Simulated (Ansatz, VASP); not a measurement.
**Cross-check of BAs between VASP and Ansatz**

Wanted: the spread between two codes on one cell, functional and k mesh.

Method: plane waves, with VASP 6.6.1 beside it; single point at HSE06, in Ansatz 0.2.0.

## 1. The starting structure

Symmetry: F-43m, No. 216, cubic system. The conventional cell has a = 4.777 Å, b = 4.777 Å, c = 4.777 Å, α = 90.00°, β = 90.00°, γ = 90.00°. Nearest to B lie 4 As at 2.07 Å. As has 4 B at 2.07 Å nearest. Farther neighbours are not listed.

As a file:

```cif
data_structure
_symmetry_space_group_name_H-M 'F-43m'
_symmetry_Int_Tables_number 216
_cell_length_a 4.7770
_cell_length_b 4.7770
_cell_length_c 4.7770
_cell_angle_alpha 90.000
_cell_angle_beta 90.000
_cell_angle_gamma 90.000
_cell_volume 109.01
loop_
_atom_site_label
_atom_site_type_symbol
_atom_site_symmetry_multiplicity
_atom_site_Wyckoff_symbol
_atom_site_fract_x
_atom_site_fract_y
_atom_site_fract_z
_atom_site_occupancy
B1 B 4 a 0.00000 0.00000 0.00000 1
As1 As 4 d 0.25000 0.25000 0.75000 1
```

## 2. Ansatz: single point, HSE06

Ansatz runs on its default PAW (the set named soft_2) files.

A single point gives forces, pressure and levels at one fixed geometry, so differences don't come from the geometry; what else differs is listed under the comparison.

input.yaml

```yaml
crystal:
  lattice:
    - [0.0, 2.3885, 2.3885]
    - [2.3885, 0.0, 2.3885]
    - [2.3885, 2.3885, 0.0]
  atoms:
    - { symbol: B, position: [0.0, 0.0, 0.0] }
    - { symbol: As, position: [0.25, 0.25, 0.25] }
hamiltonian:
  xc: { exchange: pbe, correlation: pbe, exx: { coeff: 0.25, omega: 0.2 } }
  pseudopotentials: { kind: paw }
kpoints:
  mp_grid: { grid: [6, 6, 6] }
scf:
  occupations: { method: gaussian, width: 0.01 }
  n_extra_bands: 4
output:
  forces: true
  stress: true
  eigenvalues: true
```

On the command line:

```console
$ ansatz run input.yaml --threads 4 --pin off --max-ram 9216MiB --backend cpu --events-out ev --progress --plain --runs-dir out
```

Numbers of over 12 decimals in the logs are rounded to 6 here.

Log:

```text
Warning: output.stress: scf.convergence.dr2_threshold = 1e-7 eV (the SCF's general default) is looser than the 2e-10 eV advised for a printed stress (1e-10 eV for each atom of the cell: 2). What an SCF threshold leaves in a stress goes as its square root, and in the free energy as the threshold itself, and one threshold admits the most on a small cell: [figures from the program's tests cut] Set scf.convergence.dr2_threshold to 2e-10 eV or tighter. The threshold is an SCF's pass mark: one that does not reach it within its budget of iterations ends unconverged, or closes short of it on a stop that the run arms, and scf.convergence.dr2_threshold's page says what that costs each kind of run
Warning: output.stress: scf.exx.energy_threshold = 1e-6 eV is looser than the 2e-8 eV advised for a stress under a hybrid functional (1e-8 eV for each atom of the cell: 2). Every SCF of the exchange loop can meet its threshold on dr2 while the loop round them stops early: no threshold on dr2 bounds what that leaves in the stress. Set scf.exx.energy_threshold to 2e-8 eV or tighter. The threshold is the loop's pass mark: a loop that does not reach it within its budget of cycles ends unconverged, and scf.exx.energy_threshold's page has the law
scf.n_extra_bands = 4 over 9 filled bands (N_el = 18.0): the run solves 13 bands
Engine: ansatz 0.2.0, aarch64-unknown-linux-gnu
Pseudopotentials: kind: paw
Pseudopotential: B, paw, valence charge 3, recommended cutoff 420 eV (normal), B.paw.azcp
Pseudopotential: As, paw, valence charge 15, recommended cutoff 420 eV (normal), As.paw.azcp
Functional definition: unnamed
  parameter a_1 = 0.25
  parameter omega_1 = 0.2/angstrom
  exchange = pbe_x + (-a_1)*pbe_x_sr(omega_1) + a_1*exact_x_sr(omega_1)
  correlation = pbe_c
Crystal: 2 atoms, lattice volume = 27.252 Å³
Basis set: ecut = 420 eV, 531 PW (Γ), exchange–correlation on 48×48×48 points (8 copies of the dense FFT grid, shifted against one another)
Bands: 13, of which v1, the nominal top of the filled ones, is band 9 counted from 1 (8 counted from 0)
Symmetry: 24 space group operations
Space group: F-43m (ITA 216), of the structure as read, at distance tolerance 3.0e-5 Å
k-points: 16 of 216 (time reversal used)
Non-local potential: B, projectors of the file, l = 0: 2, l = 1: 2, l = 2: 1
Non-local potential: As, projectors of the file, l = 0: 2, l = 1: 2, l = 2: 3, l = 3: 1
PAW form: soft (Blöchl's): semilocal exchange-correlation on the pseudo side does not see the compensation charge
PAW frozen core: B, regenerated for the run's functional, and the local potential with it (the file was generated under x = pbe(κ = 0.804, μ = 0.219515), c = pbe(β = 0.066725))
PAW frozen core: As, regenerated for the run's functional, and the local potential with it (the file was generated under x = pbe(κ = 0.804, μ = 0.219515), c = pbe(β = 0.066725))
PAW one-centre angular grid: B, 110 points (default); XC on 64 Gauss nodes
PAW one-centre angular grid: As, 590 points (default); XC on 64 Gauss nodes
Initial density: superposition of atomic densities (neutral atoms: chi_scale 0, normalization atom), corrected by the library's trained network
Initial wavefunctions: pseudopotential atomic-orbital guess
Functional: x = pbe(κ = 0.804, μ = 0.219515), c = pbe(β = 0.066725), warm-up for x = pbe(κ = 0.804, μ = 0.219515) + 0.25 (exact − pbe) at short range (hse, ω = 0.2 Å⁻¹), c = pbe(β = 0.066725)
SCF iter   1: F=—  HF=-5012.080494 eV  |F-HF|=—  |Δ(HF+E_count)|=         —  Δρ=9.11e-4  dr2=1.05e-4  ethr=1.77e-3  ⟨swp⟩=2.0  Hψ=1251  notcnv=0
preconditioner: auto → none  [insulator: Δε(μ)=1.282 eV  Ē_g=12.417 eV  σ=0.010 eV  W_gap=1.00  n_scr=8 (ndim 8)  ℏωp=20.1 eV  f_vac=0.001  D(μ)=0.00/eV (n_scr^D=0)]
SCF iter   2: F=-5012.080638 eV  HF=-5012.080588 eV  |F-HF|=5.06e-5  |Δ(HF+E_count)|=   9.37e-5  Δρ=4.31e-4  dr2=2.59e-5  ethr=5.86e-7  ⟨swp⟩=3.0  Hψ=519  notcnv=0
SCF 1 stopped early in 2 iterations: F = -5012.080638 eV  dr2 = 2.59e-5
  greatest PAW one-centre occupation: 0.999 electrons in one spin orbital (limit 2), on the As atom at site 1 (counted from 0), in its partial waves of l = 2
Initial density: handed on by an earlier stage of this run
Initial wavefunctions: those handed on with the density
Functional: x = pbe(κ = 0.804, μ = 0.219515) + 0.25 (exact − pbe) at short range (hse, ω = 0.2 Å⁻¹), c = pbe(β = 0.066725)
Exchange kernel: α = 0.2500, screened, ω = 0.2000 Å⁻¹, Wigner–Seitz truncation, v(0) = 1126.8898 eV·Å³, q-mesh 6×6×6, nearest image of the exchange supercell L = 20.27 Å, pair-density grid 15×15×15, without the augmentation charges, whose exchange is taken in its separable form by FFT convolution over the k-point mesh (sized by the pseudopotential files, 20×20×20 at the most), smooth part of the exact exchange by density-matrix convolution
Frozen-core exchange: fock
SCF iter   1: F=—  HF=-5013.482746 eV  |F-HF|=—  |Δ(HF+E_count)|=         —  Δρ=6.49e-3  dr2=6.46e-3  ethr=1.44e-6  ⟨swp⟩=6.0  Hψ=947  notcnv=0
preconditioner: auto → none  [insulator: Δε(μ)=1.912 eV  Ē_g=14.111 eV  σ=0.010 eV  W_gap=1.00  n_scr=8 (ndim 8)  ℏωp=20.1 eV  f_vac=0.001  D(μ)=0.00/eV (n_scr^D=0)]
SCF iter   2: F=—  HF=-5013.475102 eV  |F-HF|=—  |Δ(HF+E_count)|=   7.64e-3  Δρ=2.98e-3  dr2=1.72e-3  ethr=1.44e-6  ⟨swp⟩=4.1  Hψ=773  notcnv=0
SCF iter   3: F=—  HF=-5013.474783 eV  |F-HF|=—  |Δ(HF+E_count)|=   3.19e-4  Δρ=1.28e-3  dr2=3.83e-4  ethr=1.44e-6  ⟨swp⟩=3.1  Hψ=541  notcnv=0
SCF iter   4: F=—  HF=-5013.478620 eV  |F-HF|=—  |Δ(HF+E_count)|=   3.84e-3  Δρ=9.98e-4  dr2=1.05e-4  ethr=8.43e-7  ⟨swp⟩=4.1  Hψ=714  notcnv=0
iter 5 solved again at ethr=4.53e-8 eV; its pass at ethr=5.76e-7 eV (dr2=8.15e-6 eV) is discarded
SCF iter   5: F=—  HF=-5013.478557 eV  |F-HF|=—  |Δ(HF+E_count)|=   6.29e-5  Δρ=2.88e-4  dr2=9.80e-6  ethr=4.53e-8  ⟨swp⟩=2.0  Hψ=785  notcnv=0
SCF iter   6: F=-5013.478551 eV  HF=-5013.478552 eV  |F-HF|=2.62e-7  |Δ(HF+E_count)|=   5.10e-6  Δρ=4.83e-5  dr2=3.33e-6  ethr=4.46e-8  ⟨swp⟩=3.0  Hψ=432  notcnv=0
SCF 2 stopped early in 6 iterations: F = -5013.478551 eV  dr2 = 3.33e-6
hybrid outer 1: dexx = +4.338e-3 eV, tail = 5.42e-5 eV
Exchange kernel: α = 0.2500, screened, ω = 0.2000 Å⁻¹, Wigner–Seitz truncation, v(0) = 1126.8898 eV·Å³, q-mesh 6×6×6, nearest image of the exchange supercell L = 20.27 Å, pair-density grid 15×15×15, without the augmentation charges, whose exchange is taken in its separable form by FFT convolution over the k-point mesh (sized by the pseudopotential files, 20×20×20 at the most), smooth part of the exact exchange by density-matrix convolution
Frozen-core exchange: fock
SCF iter   1: F=—  HF=-5013.478803 eV  |F-HF|=—  |Δ(HF+E_count)|=         —  Δρ=1.06e-4  dr2=2.00e-6  ethr=1.50e-6  ⟨swp⟩=3.9  Hψ=459  notcnv=0
preconditioner: auto → none  [insulator: Δε(μ)=1.955 eV  Ē_g=14.117 eV  σ=0.010 eV  W_gap=1.00  n_scr=8 (ndim 8)  ℏωp=20.1 eV  f_vac=0.001  D(μ)=0.00/eV (n_scr^D=0)]
SCF iter   2: F=—  HF=-5013.478803 eV  |F-HF|=—  |Δ(HF+E_count)|=   4.89e-8  Δρ=1.22e-5  dr2=9.18e-8  ethr=9.55e-9  ⟨swp⟩=4.0  Hψ=568  notcnv=0
SCF iter   3: F=—  HF=-5013.478803 eV  |F-HF|=—  |Δ(HF+E_count)|=   7.62e-7  Δρ=1.55e-5  dr2=3.78e-8  ethr=7.44e-11  ⟨swp⟩=4.2  Hψ=731  notcnv=0  defer=1
SCF iter   4: F=-5013.478803 eV  HF=-5013.478803 eV  |F-HF|=5.27e-10  |Δ(HF+E_count)|=   7.83e-9  Δρ=3.59e-6  dr2=2.67e-9  ethr=7.44e-11  ⟨swp⟩=3.0  Hψ=411  notcnv=0
SCF 3 converged in 4 iterations: F = -5013.478803 eV  dr2 = 2.67e-9
  Residual-converged pass: ⟨swp⟩=2.9  Hψ=397  notcnv=0  max |occ|·‖R‖ = 2.4e-6 eV (tolerance 2.4e-6 eV)  dr2=2.63e-9  dr2_onsite=7.61e-10  max |Δocc| = 0.0e0
hybrid outer 2: dexx = +9.319e-7 eV, tail = 2.90e-8 eV, Δε = 2.96e-3 eV (about 1.20e-4 eV left of the loop's levels)
hybrid SCF converged: 2 outer / 10 inner (+2 warm-up), last move |dexx| = 9.32e-7 eV, tail = 2.90e-8 eV
Stability not checked: this state was not tested for a lower state beside it, because the functional holds exact exchange (a hybrid, or Hartree-Fock), whose exchange loop this test does not read (fock_operator; see scf.lower_state_search)
Free energy (F): -5013.478804 eV
Frozen-core exchange: fock
Harris-Foulkes:  -5013.478804 eV  (|F-HF|=5.27e-10)
Internal energy: -5013.478804 eV  (E = F + TS)
E sigma→0 (E₀):  -5013.478804 eV
Fermi energy:    11.712088 eV
--- Per-component energies (eV) ---
  E_band       = -257.426188
  E_kinetic    = 151.059579
  E_local      = -1693.452420  (includes V_loc(G=0)·N_el)
  E_nonlocal   = -658.755376
  E_hartree    = 940.825540
  E_xc         = -90.186687
  E_vxc        = -94.595113  (∫ρ·V_xc dr)
  E_exx        = -66.973962  (= α·E_x^exact, valence–valence)
  E_paw        = -1869.447776  (= ΣΔE_a)
  E_vpaw       = 290.614245  (= ΣTr[D̂ρ^β])
  E_aug_tail   = 0.000007  (compensation charges beyond the density's cutoff)
  E_ewald      = -1725.774997
  E_core_change = -0.772710  (= ΣΔE_core)
  E_smearing   = -0.000000  (= −TS)
  E_closure    = -0.000000  (closes the sum)
  Σ components = -5013.478804   (vs F -5013.478804, Δ=9.09e-13)
--- Forces (eV/Å), atoms counted from 1 ---
  atom   1  B      0.00000000    -0.00000000     0.00000000
  atom   2  As     0.00000000    -0.00000000    -0.00000000
  max |Σ_I F_I| component: 5.96e-16 eV/Å
--- Stress (GPa, compression-positive) ---
       -0.474613      -0.000000      -0.000000
        0.000000      -0.474613       0.000000
       -0.000000       0.000000      -0.474613
  P = ⅓ Tr σ = -0.4746 GPa (-4.746 kbar)
--- Band table (eV; the first three rows and the last of 16) ---
  k-point 0: bands = [... 5 lower, -6.2249, 10.7344, 10.7344, 10.7344, 14.8700, 14.8700, 14.8700, 16.6230]
  k-point 1: bands = [... 5 lower, -5.7247, 7.5370, 10.0084, 10.0084, 14.9498, 15.8243, 15.8243, 18.6132]
  k-point 2: bands = [... 5 lower, -4.3200, 3.3192, 9.0836, 9.0836, 14.4939, 16.5318, 16.5318, 20.6856]
  k-point 15: bands = [... 5 lower, -1.3803, 1.5815, 5.1112, 5.3256, 15.3472, 15.6351, 20.6937, 20.9170]
```

Run time: 5.6 s. Hardware: 4 threads of Arm Neoverse V2, shared host; peak memory 0.84 GiB; 18 s of CPU time.

In the SCF lines HF is the Harris–Foulkes energy and dr2 the Hartree energy of the density residual, in eV; the loop may stop once dr2 is under the threshold and the program's other checks hold. Hψ counts applications of the Hamiltonian.

The run ends at a pressure of -0.47 GPa.

## 3. VASP: single point, HSE06

The same cell, functional, mesh and smearing now go to VASP, with its own data sets and cutoff.

Lines of VASP's logs that name or quote its potential files are left out, and so is its time.

The run reads the wave functions of an earlier VASP run, which isn't shown here.

INCAR

```
SYSTEM = BAs
PREC = Accurate
ENCUT = 340
EDIFF = 1E-08
NELM = 100
ISMEAR = 0
SIGMA = 0.01
LREAL = .FALSE.
ALGO = Normal
LHFCALC = .TRUE.
AEXX = 0.25
GGA = PE
HFSCREEN = 0.2
LASPH = .TRUE.
NBANDS = 10
PRECFOCK = Fast
LORBIT = 11
LWAVE = .TRUE.
LCHARG = .FALSE.
KPAR = 8
```

POSCAR

```
BAs
1.0
    0.0000000000      2.3885000000      2.3885000000
    2.3885000000      0.0000000000      2.3885000000
    2.3885000000      2.3885000000      0.0000000000
B As
1 1
Direct
    0.0000000000      0.0000000000      0.0000000000
    0.2500000000      0.2500000000      0.2500000000
```

KPOINTS

```
Automatic mesh
0
Gamma
6 6 6
0 0 0
```

PAW data sets: B_GW and As_GW (PBE family, release 64).

On the command line:

```console
$ mpirun -np 8 vasp_std
```

Log:

```text
[banner, memory and clock lines left out]
running    8 mpi-ranks, on    1 nodes
 distrk:  each k-point on    1 cores,    8 groups
 distr:  one band on    1 cores,    1 groups

 POSCAR found type information on POSCAR B As
 POSCAR found :  2 types and       2 ions
|                                                                             |
|           W    W    AA    RRRRR   N    N  II  N    N   GGGG   !!!           |
|           W    W   A  A   R    R  NN   N  II  NN   N  G    G  !!!           |
|           W    W  A    A  R    R  N N  N  II  N N  N  G       !!!           |
|           W WW W  AAAAAA  RRRRR   N  N N  II  N  N N  G  GGG   !            |
|           WW  WW  A    A  R   R   N   NN  II  N   NN  G    G                |
|           W    W  A    A  R    R  N    N  II  N    N   GGGG   !!!           |
|                                                                             |
|     For optimal performance we recommend to set                             |
|       NCORE = 2 up to number-of-cores-per-socket                            |
|     NCORE specifies how many cores store one orbital (NPAR=cpu/NCORE).      |
|     This setting can greatly improve the performance of VASP for DFT.       |
|     The default, NCORE=1 might be grossly inefficient on modern             |
|     multi-core architectures or massively parallel machines. Do your        |
|     Unfortunately you need to use the default for GW and RPA                |
|     calculations (for HF NCORE is supported but not extensively tested      |
|     yet).                                                                   |
|                                                                             |

 LDA part: xc-table for (Slater+PW92), standard interpolation
 found WAVECAR, reading the header
 POSCAR, INCAR and KPOINTS ok, starting setup
 FFT: planning ... GRIDC
 FFT: planning ... GRID_SOFT
 FFT: planning ... GRID
 reading WAVECAR
 the WAVECAR file was read successfully
 initial charge from wavefunction
 entering main loop
       N       E                     dE             d eps       ncg     rms          rms(c)
DAV:   1    -0.132350098236E+02   -0.13235E+02   -0.32998E-01   442   0.433E+00    0.291E-01
DAV:   2    -0.132364558652E+02   -0.14460E-02   -0.56987E-03   372   0.524E-01    0.187E-01
DAV:   3    -0.132359666076E+02    0.48926E-03   -0.91622E-04   440   0.194E-01    0.108E-01
DAV:   4    -0.132358315905E+02    0.13502E-03   -0.11937E-04   484   0.808E-02    0.638E-02
DAV:   5    -0.132357773083E+02    0.54282E-04   -0.18468E-05   374   0.323E-02    0.382E-02
DAV:   6    -0.132357591172E+02    0.18191E-04   -0.11056E-05   430   0.191E-02    0.227E-02
DAV:   7    -0.132357538927E+02    0.52244E-05   -0.29753E-06   418   0.112E-02    0.136E-02
DAV:   8    -0.132357525321E+02    0.13606E-05   -0.75550E-07   474   0.666E-03    0.807E-03
DAV:   9    -0.132357523206E+02    0.21152E-06   -0.23514E-07   442   0.401E-03    0.477E-03
DAV:  10    -0.132357522773E+02    0.43315E-07   -0.80196E-08   470   0.227E-03    0.281E-03
DAV:  11    -0.132357523150E+02   -0.37747E-07   -0.25226E-08   360   0.125E-03    0.167E-03
DAV:  12    -0.132357523584E+02   -0.43400E-07   -0.83503E-09   214   0.722E-04    0.996E-04
DAV:  13    -0.132357524022E+02   -0.43828E-07   -0.51561E-09   214   0.537E-04    0.588E-04
DAV:  14    -0.132357524300E+02   -0.27762E-07   -0.17715E-09   208   0.307E-04    0.350E-04
DAV:  15    -0.132357524471E+02   -0.17118E-07   -0.93070E-10   202   0.220E-04    0.206E-04
DAV:  16    -0.132357524582E+02   -0.11126E-07   -0.42873E-10   202   0.164E-04    0.122E-04
DAV:  17    -0.132357524651E+02   -0.68368E-08   -0.21232E-10   196   0.109E-04
   1 F= -.13235752E+02 E0= -.13235752E+02  d E =-.199229E-13
 writing wavefunctions
```

Parts of OUTCAR (step 3):

```text
ion  position               nearest neighbor table
   1  0.000  0.000  0.000-   2 2.07   2 2.07   2 2.07   2 2.07
   2  0.250  0.250  0.250-   1 2.07   1 2.07   1 2.07   1 2.07

  LATTYP: Found a face centered cubic cell.
 ALAT       =     4.7770000000

 Subroutine GETGRP returns: Found 24 space group operations
 (whereof 24 operations were pure point group operations)

The static configuration has the point symmetry T_d .

 Found     16 irreducible k-points:

   k-points           NKPTS =     16   k-points in BZ     NKDIM =    216   number of bands    NBANDS=     10

   dimension x,y,z NGX =    20 NGY =   20 NGZ =   20
   dimension x,y,z NGXF=    40 NGYF=   40 NGZF=   40

   ENCUT  =  340.0 eV  24.99 Ry    5.00 a.u.   5.08  5.08  5.08*2*pi/ulx,y,z

   NELECT =       8.0000    total number of electrons

 k-points in reciprocal lattice and weights: Automatic mesh
   0.00000000  0.00000000  0.00000000       0.005
   0.16666667  0.00000000  0.00000000       0.037
   0.33333333  0.00000000  0.00000000       0.037
   0.50000000  0.00000000  0.00000000       0.019
   0.16666667  0.16666667  0.00000000       0.028
   0.33333333  0.16666667  0.00000000       0.111
   0.50000000  0.16666667  0.00000000       0.111
  -0.33333333  0.16666667  0.00000000       0.111
  -0.16666667  0.16666667  0.00000000       0.056
[...]
-0.33333333  0.33333333  0.16666667       0.111
  -0.33333333  0.50000000  0.16666667       0.056

  exchange ACFDT corr.  =         0.00000000  see jH, gK, PRB 81, 115126

 average (electrostatic) potential at core
       1 -24.8226       2 -45.0008

 E-fermi :   5.7963

 k-point     1 :       0.0000    0.0000    0.0000
  band No.  band energies     occupation
      1     -11.1953      2.00000
      2       5.7493      2.00000
      3       5.7493      2.00000
      4       5.7493      2.00000
      5       9.8779      0.00000
      6       9.8779      0.00000
      7       9.8779      0.00000
      8      11.5870      0.00000
      9      16.3564      0.00000
    ...

 k-point     2 :       0.1667    0.0000    0.0000
  band No.  band energies     occupation
      1     -10.6962      2.00000
      2       2.5538      2.00000
      3       5.0257      2.00000
      4       5.0257      2.00000
      5       9.9412      0.00000
      6      10.8274      0.00000
      7      10.8274      0.00000
      8      13.6032      0.00000
      9      17.8718      0.00000
    ...

 k-point     3 :       0.3333    0.0000    0.0000
  band No.  band energies     occupation
      1      -9.2956      2.00000
      2      -1.6604      2.00000
      3       4.1034      2.00000
      4       4.1034      2.00000
      5       9.4798      0.00000
      6      11.5300      0.00000
      7      11.5300      0.00000
      8      15.7001      0.00000
      9      18.4085      0.00000
    ...

  energy-cutoff  :      340.00
  volume of cell :       27.25
      direct lattice vectors                 reciprocal lattice vectors
     0.000000000  2.388500000  2.388500000    -0.209336404  0.209336404  0.209336404
     2.388500000  0.000000000  2.388500000     0.209336404 -0.209336404  0.209336404
     2.388500000  2.388500000  0.000000000     0.209336404  0.209336404 -0.209336404

 POSITION                                       TOTAL-FORCE (eV/Angst)
 -----------------------------------------------------------------------------------
      0.00000      0.00000      0.00000        -0.000000      0.000000      0.000000
      1.19425      1.19425      1.19425         0.000000     -0.000000     -0.000000
 -----------------------------------------------------------------------------------
    total drift:                               -0.000002      0.000002     -0.000000

  FREE ENERGIE OF THE ION-ELECTRON SYSTEM (eV)
  ---------------------------------------------------
  free  energy   TOTEN  =       -13.2357524651 eV

  energy  without entropy=      -13.2357524651  energy(sigma->0) =      -13.23575247

 total charge
# of ion       s       p       d       tot
------------------------------------------
    1        0.629   1.111   0.000   1.740
    2        1.138   1.651   0.093   2.882
--------------------------------------------------
tot          1.767   2.762   0.093   4.622

[... 3 further parts left out ...]
```

## 4. Side by side

Known differences besides the potentials themselves: exact exchange at q = 0 is treated differently, which shows on coarse meshes; VASP keeps PBE cores, Ansatz makes them for the functional; the data sets hold 18 valence electrons in Ansatz (default PAW (the set named soft_2) files) and 8 in VASP; the cutoff is 420 eV in Ansatz and 340 eV in VASP; VASP takes a coarser grid for exact exchange (PRECFOCK = Fast). Total energies have different zeros and are not compared.

Both answers:

| quantity | Ansatz | VASP | difference |
| --- | --- | --- | --- |
| gap on the k mesh (eV) | 1.955 | 1.951 | +0.004 |

A gap on the mesh is an upper bound, since the band edges may lie between its points.

## 5. Results

```
difference in gap on the k mesh (single point, HSE06) : 0.0045 eV
```

The difference in gap on the k mesh is 0.0045 eV (single point, HSE06), within the 0.08 eV picked in this series as the mark of a large difference. Such differences can come from data sets, numerical settings and the points named under the comparisons, not from the functional's error against experiment.

[Lines on the potential files, build, host, timing and source positions are cut from VASP's logs without a mark.]

[Logs are printed without paths, hosts, clocks, repeated set-up lines and the standing remarks that a program may print on its own settings, such as how far it seeks lower states.]

[Hosts, paths, dates, database ids (printed as entryN), source tags and the programs' standing remarks are cut or masked in the printed files.]
